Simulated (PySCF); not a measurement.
# Pb (Fm-3m) in PySCF: further runs, part 2 of 2

PySCF 2.14.0. Earlier steps stand in the parts before.

## (5) Atomic charges, B3LYP

Contents of run.py:

```python
import json
import numpy as np
from pyscf.pbc import gto, scf, dft, df
from pyscf.pbc.tools import pyscf_ase
from ase import Atoms

atoms = Atoms(['Pb'],
              cell=[[0.0, 2.47502, 2.47502], [2.47502, 0.0, 2.47502], [2.47502, 2.47502, 0.0]],
              scaled_positions=[[0.0, 0.0, 0.0]],
              pbc=True)
cell = pyscf_ase.cell_from_ase(atoms)
cell.basis = 'DZVP-MOLOPT-HYB-GTH-q4'
cell.pseudo = 'GTH-HYB-q4'
cell.ke_cutoff = 50  # hartree
cell.exp_to_discard = 0.02
cell.precision = 1e-08
cell.max_memory = 5040  # MB
cell.verbose = 4
cell.build()

res = {}
kpts = cell.make_kpts([3, 3, 3])
mf = dft.KRKS(cell, kpts, xc='b3lyp', exxdiv='ewald')
mf = mf.density_fit()
mf.with_df._cderi = 'cderi.h5'  # three-centre integrals saved by an earlier run on this cell, basis and mesh
mf.grids = dft.gen_grid.UniformGrids(cell)
mf = mf.smearing(sigma=0.00183747, method='fermi')  # hartree
mf.conv_tol = 1e-07
mf.max_cycle = 60

mf.kernel()
res.update(converged=bool(mf.converged), e_tot=mf.e_tot, nelec=cell.nelectron, nao=cell.nao, mesh=list(map(int, cell.mesh)), a=cell.lattice_vectors().tolist(), coords=cell.atom_coords().tolist(),
           mo_energy=[np.real(x).tolist() for x in mf.mo_energy], mo_occ=[np.real(x).tolist() for x in mf.mo_occ])
res.update(e_free=mf.e_free, e_zero=mf.e_zero)
res.update(kpts=cell.get_scaled_kpts(kpts).tolist())
res['parts'] = {k: float(np.real(v)) for k, v in mf.scf_summary.items() if np.isscalar(v)}
json.dump(res, open('results.json', 'w'))
if not mf.converged:
    raise SystemExit('SCF not converged')

print('levels (eV)')
for i, kp in enumerate(res['kpts'][:40]):
    print('k %7.4f %7.4f %7.4f  ' % tuple(kp), ' '.join('%.3f' % (x * 27.211386) for x in res['mo_energy'][i][:7]))

# Mulliken populations
dm, s = np.asarray(mf.make_rdm1()), np.asarray(mf.get_ovlp())
sites = cell.aoslice_by_atom()[:, 2:]
tot = np.einsum('kij,kji->i', dm, s).real / len(kpts)
res['mulliken'] = [cell.atom_charge(i) - tot[a0:a1].sum() for i, (a0, a1) in enumerate(sites)]
print('Mulliken charges', np.round(res['mulliken'], 5))
res['meta_lowdin'] = mf.mulliken_meta()[1].tolist()
res['done'] = True
json.dump(res, open('results.json', 'w'))
```

Potentials or basis: DZVP-MOLOPT-HYB/GTH-HYB (UZH) (potentials made for PBE0).

Launch:

```sh
$ OMP_NUM_THREADS=4 python -u run.py > log
```

The program printed:

```text
Discarded 0 diffused primitive functions, 0 contracted functions

PySCF version 2.14.0

[INPUT] verbose = 4
[INPUT] num. atoms = 1
[INPUT] num. electrons = 4
[INPUT] charge = 0
[INPUT] spin (= nelec alpha-beta = 2S) = 0
[INPUT] symmetry False subgroup None
[INPUT] Mole.unit = angstrom
[INPUT] Symbol           X                Y                Z      unit          X                Y                Z       unit  Magmom
[INPUT]  1 Pb     0.000000000000   0.000000000000   0.000000000000 AA    0.000000000000   0.000000000000   0.000000000000 Bohr   0.0

nuclear repulsion = -3.92110694027915
number of shells = 3
number of NR pGTOs = 36
number of NR cGTOs = 13
basis = DZVP-MOLOPT-HYB-GTH-q4
ecp = {}
lattice vectors  a1 [0.000000000, 4.677109953, 4.677109953]
                 a2 [4.677109953, 0.000000000, 4.677109953]
                 a3 [4.677109953, 4.677109953, 0.000000000]
dimension = 3
low_dim_ft_type = None
Cell volume = 204.627
exp_to_discard = 0.02
rcut = 30.09256160124976 (nimgs = [6 6 6])
precision = 1e-08
pseudo = GTH-HYB-q4
ke_cutoff = 50
    = [23 23 23] mesh (12167 PWs)

******** <class 'pyscf.pbc.scf.smearing.SmearingKRKS'> ********
method = SmearingKRKS
initial guess = minao
damping factor = 0
level_shift factor = 0
DIIS = <class 'pyscf.scf.diis.CDIIS'>
diis_start_cycle = 1
diis_space = 8
diis_damp = 0
SCF conv_tol = 1e-07
SCF conv_tol_grad = None
SCF max_cycles = 60
direct_scf = True
direct_scf_tol = 1e-13

******** PBC SCF flags ********
N kpts = 27
Exchange divergence treatment (exxdiv) = ewald
    madelung (= occupied orbital energy shift) = 0.16337945584496488
    Total energy shift due to Ewald probe charge = -1/2 * Nelec*madelung = -0.32675891169
Smearing method = fermi
DF object = <pyscf.pbc.df.df.GDF object>
XC functionals = b3lyp
small_rho_cutoff = 0
Uniform grid, mesh = [23 23 23]
Set gradient conv threshold to 0.000316228

******** <class 'pyscf.pbc.df.rsdf_builder._RSNucBuilder'> ********
mesh = [11 11 11] (1331 PWs)
ke_cutoff = 11.279363544375046
omega = 0.42513025744766303
exclude_d_aux = False
exclude_dd_block = True
j2c_eig_always = False
has_long_range = True
nelec by numeric integration = 3.99991235774843
init E= -3.61004716344787
    sigma = 0.00183747  Optimized mu = 0.163035129016  entropy = 0.629664928493
nelec by numeric integration = 3.99999999999998
    Total E(T) = -3.51784656553149  Free energy = -3.51900355594765  E0 = -3.51842506073957
cycle= 1 E= -3.51784656553149  delta_E= 0.0922  |g|= 0.127  |ddm|= 8.32
    sigma = 0.00183747  Optimized mu = 0.164112041805  entropy = 0.394224468705
nelec by numeric integration = 3.9999999999999805
    Total E(T) = -3.51999817373927  Free energy = -3.52072254937378  E0 = -3.52036036155653
cycle= 2 E= -3.51999817373927  delta_E= -0.00215  |g|= 0.0199  |ddm|= 0.885
    sigma = 0.00183747  Optimized mu = 0.167905792041  entropy = 0.392197700145
nelec by numeric integration = 3.9999999999999805
    Total E(T) = -3.52000672156425  Free energy = -3.52072737307234  E0 = -3.52036704731829
cycle= 3 E= -3.52000672156425  delta_E= -8.55e-06  |g|= 0.000658  |ddm|= 0.0391
    sigma = 0.00183747  Optimized mu = 0.167823051411  entropy = 0.392212615797
nelec by numeric integration = 3.9999999999999796
    Total E(T) = -3.52000670239295  Free energy = -3.5207273813081  E0 = -3.52036704185053
cycle= 4 E= -3.52000670239295  delta_E= 1.92e-08  |g|= 1.67e-05  |ddm|= 0.00195
    sigma = 0.00183747  Optimized mu = 0.167825189819  entropy = 0.392212277028
nelec by numeric integration = 3.9999999999999787
    Total E(T) = -3.52000670301974  Free energy = -3.52072738131242  E0 = -3.52036704216608
Extra cycle  E= -3.52000670301974  delta_E= -6.27e-10  |g|= 5.23e-07  |ddm|= 4.39e-05
converged SCF energy = -3.52000670301974
levels (eV)
k  0.0000  0.0000  0.0000   -7.141 14.958 14.958 14.958 21.035 21.035 21.035
k  0.0000  0.0000  0.3333   -4.889 4.592 13.244 13.244 18.335 20.717 20.717
k  0.0000  0.0000  0.6667   -4.889 4.592 13.244 13.244 18.335 20.717 20.717
k -0.0000  0.3333  0.0000   -4.889 4.592 13.244 13.244 18.335 20.717 20.717
k -0.0000  0.3333  0.3333   -4.102 6.565 9.879 9.879 14.409 14.843 32.769
k -0.0000  0.3333  0.6667   -2.002 3.746 4.013 10.652 15.096 24.628 26.907
k -0.0000  0.6667  0.0000   -4.889 4.592 13.244 13.244 18.335 20.717 20.717
k -0.0000  0.6667  0.3333   -2.002 3.746 4.013 10.652 15.096 24.628 26.907
k -0.0000  0.6667  0.6667   -4.102 6.565 9.879 9.879 14.409 14.843 32.769
k  0.3333 -0.0000 -0.0000   -4.889 4.592 13.244 13.244 18.335 20.717 20.717
k  0.3333 -0.0000  0.3333   -4.102 6.565 9.879 9.879 14.409 14.843 32.769
k  0.3333 -0.0000  0.6667   -2.002 3.746 4.013 10.652 15.096 24.628 26.907
k  0.3333  0.3333 -0.0000   -4.102 6.565 9.879 9.879 14.409 14.843 32.769
k  0.3333  0.3333  0.3333   -4.889 4.592 13.244 13.244 18.335 20.717 20.717
k  0.3333  0.3333  0.6667   -2.002 3.746 4.013 10.652 15.096 24.628 26.907
k  0.3333  0.6667 -0.0000   -2.002 3.746 4.013 10.652 15.096 24.628 26.907
k  0.3333  0.6667  0.3333   -2.002 3.746 4.013 10.652 15.096 24.628 26.907
k  0.3333  0.6667  0.6667   -2.002 3.746 4.013 10.652 15.096 24.628 26.907
k  0.6667 -0.0000 -0.0000   -4.889 4.592 13.244 13.244 18.335 20.717 20.717
k  0.6667 -0.0000  0.3333   -2.002 3.746 4.013 10.652 15.096 24.628 26.907
k  0.6667 -0.0000  0.6667   -4.102 6.565 9.879 9.879 14.409 14.843 32.769
k  0.6667  0.3333 -0.0000   -2.002 3.746 4.013 10.652 15.096 24.628 26.907
k  0.6667  0.3333  0.3333   -2.002 3.746 4.013 10.652 15.096 24.628 26.907
k  0.6667  0.3333  0.6667   -2.002 3.746 4.013 10.652 15.096 24.628 26.907
k  0.6667  0.6667 -0.0000   -4.102 6.565 9.879 9.879 14.409 14.843 32.769
k  0.6667  0.6667  0.3333   -2.002 3.746 4.013 10.652 15.096 24.628 26.907
k  0.6667  0.6667  0.6667   -4.889 4.592 13.244 13.244 18.335 20.717 20.717
Mulliken charges [0.]
 ** Mulliken pop on meta-lowdin orthogonal AOs **
 ** Mulliken pop  **
pop of  0 Pb 6s           1.74777
pop of  0 Pb 7s           0.04919
pop of  0 Pb 6px          0.73264
pop of  0 Pb 6py          0.73264
pop of  0 Pb 6pz          0.73264
pop of  0 Pb 7px          0.00053
pop of  0 Pb 7py          0.00053
pop of  0 Pb 7pz          0.00053
pop of  0 Pb 6dxy         0.00060
pop of  0 Pb 6dyz         0.00060
pop of  0 Pb 6dz^2        0.00086
pop of  0 Pb 6dxz         0.00060
pop of  0 Pb 6dx2-y2      0.00086
 ** Mulliken atomic charges  **
charge of    0Pb =     -0.00000
```

It took 16 s on 4 threads of Arm Neoverse V2, shared host; peak memory 0.38 GiB.

What came out:

- Free energy: -95.8039 eV
- Band gap on the k mesh: none (metal or under the smearing width)

Caveat: the k mesh is coarse (spacing up to 0.73 Å⁻¹), so the values aren't converged, least of all with exact exchange; on so small a mesh gaps with full-range exact exchange can be off by tenths of an eV to over 1 eV; the basis of atomic orbitals isn't converged, which shifts pressures, moduli and gaps.

## (6) Atomic charges, r2SCAN0

Changes to run.py since step 5:

```diff
@@ -22,3 +22,3 @@
 kpts = cell.make_kpts([3, 3, 3])
-mf = dft.KRKS(cell, kpts, xc='b3lyp', exxdiv='ewald')
+mf = dft.KRKS(cell, kpts, xc='HYB_MGGA_XC_R2SCAN0', exxdiv='ewald')
 mf = mf.density_fit()
```

Potentials or basis: DZVP-MOLOPT-HYB/GTH-HYB (UZH) (potentials made for PBE0).

Launch:

```sh
$ OMP_NUM_THREADS=4 python -u run.py > log
```

Wall time 15 s (4 threads of Arm Neoverse V2, shared host); peak memory 0.38 GiB.

The run converged. Its results:

| Item | Value |
| --- | --- |
| Free energy | -96.2446 eV |
| Band gap on the k mesh | none (metal or under the smearing width) |

Levels at points of the mesh, in eV from the Fermi level:
```tsv
k point	band 1	band 2	band 3	band 4
(0.00, 0.00, 0.00)	-12.31	11.37	11.37	11.37
```

Caveat: the k mesh is coarse (spacing up to 0.73 Å⁻¹), so the values aren't converged, least of all with exact exchange; on so small a mesh gaps with full-range exact exchange can be off by tenths of an eV to over 1 eV; the basis of atomic orbitals isn't converged, which shifts pressures, moduli and gaps. Spin-orbit coupling is left out, which matters for the levels of Pb.

## (7) Atomic charges, r2SCANh

Changes to run.py since step 6:

```diff
@@ -22,3 +22,3 @@
 kpts = cell.make_kpts([3, 3, 3])
-mf = dft.KRKS(cell, kpts, xc='HYB_MGGA_XC_R2SCAN0', exxdiv='ewald')
+mf = dft.KRKS(cell, kpts, xc='HYB_MGGA_XC_R2SCANH', exxdiv='ewald')
 mf = mf.density_fit()
```

Launch:

```sh
$ OMP_NUM_THREADS=4 python -u run.py > log
```

Run time: 16 s. Hardware: 4 threads of Arm Neoverse V2, shared host; peak memory 0.39 GiB.

Results (log left out):

- Free energy: -96.2848 eV
- Band gap on the k mesh: none (metal or under the smearing width)

Levels at points of the mesh, in eV from the Fermi level:
| k point | band 1 | band 2 | band 3 | band 4 | band 5 | band 6 |
| --- | --- | --- | --- | --- | --- | --- |
| (0.00, 0.00, 0.00) | -11.45 | 10.75 | 10.75 | 10.75 | 16.66 | 16.66 |

Caveat: the k mesh is coarse (spacing up to 0.73 Å⁻¹), so the values aren't converged, least of all with exact exchange; on so small a mesh gaps with full-range exact exchange can be off by tenths of an eV to over 1 eV; the basis of atomic orbitals isn't converged, which shifts pressures, moduli and gaps.

## (8) For comparison

An earlier run on the cell as given: functional PBE; potentials or basis DZVP-MOLOPT-SR/GTH-PBE (potentials made for PBE); k mesh 9 × 9 × 9; occupations fermi-dirac, width 0.05 eV; no spin polarisation.

- Band gap on the k mesh: none (metal or under the smearing width)

## (9) Overview

```csv
level,grid for exchange and correlation,exxdiv,gap on the mesh (eV)
r2SCAN,uniform,-,none
HF,-,ewald,none
PBE0,uniform,ewald,none
B3LYP,uniform,ewald,none
r2SCAN0,uniform,ewald,none
r2SCANh,uniform,ewald,none
```

Alike in all rows: task atomic charges; potentials or basis DZVP-MOLOPT-HYB/GTH-HYB (UZH) (potentials made for PBE0); no spin polarisation; cell as given; k mesh 3 × 3 × 3; smearing fermi-dirac 0.05 eV; the mesh is coarse, so values aren't converged.

Caveats: all runs use coarse meshes; the basis of atomic orbitals isn't converged, which shifts pressures, moduli and gaps; on so small a mesh gaps with full-range exact exchange can be off by tenths of an eV to over 1 eV (some runs).

Absolute energies hang on the potentials; compare differences alone.
